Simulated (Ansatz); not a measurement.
Runs of Ansatz 0.2.0 on Te. Symmetry: P3_121, No. 152, trigonal system. The conventional cell has a = 4.454 Å, b = 4.454 Å, c = 5.924 Å, α = 90.00°, β = 90.00°, γ = 120.00°. Around Te (site symmetry 2) lie 2 Te at 2.86 Å. 

```tsv
screening (1/Å)	gap on the mesh (eV)	pressure (GPa)	largest force (eV/Å)
0.15	1.39	-0.3	0.35
0.6	0.94	0.7	0.05
0.1	(a)	-0.3	(c)
0.3	1.15	0.0	(b)
0.2	(d)	-0.2	0.31
0.4	1.05	0.3	0.16
```

Alike in all rows: task single point; level HSE06 form with a typed share of exact exchange; potentials or basis Ansatz PAW; no spin polarisation; cell as given; k mesh 4 × 4 × 3; cutoff (eV) 420; smearing fermi-dirac 0.05 eV.

Problem. Fill in the values left out.

Solution. (a) 1.52; (b) 0.23; (c) 0.38; (d) 1.29.

Caveats: odd divisions of the mesh miss points on the zone boundary, where band edges often lie, so the gap on the mesh can be too wide; spin-orbit coupling is left out, which moves the levels of the heavy elements; the PAW data sets come from PBE, with cores solved anew for the run's functional, which leaves a small shift of forces and pressure; the thresholds are loose for stress.

A k mesh can miss the band edges, and the runs leave out spin-orbit coupling on Te.
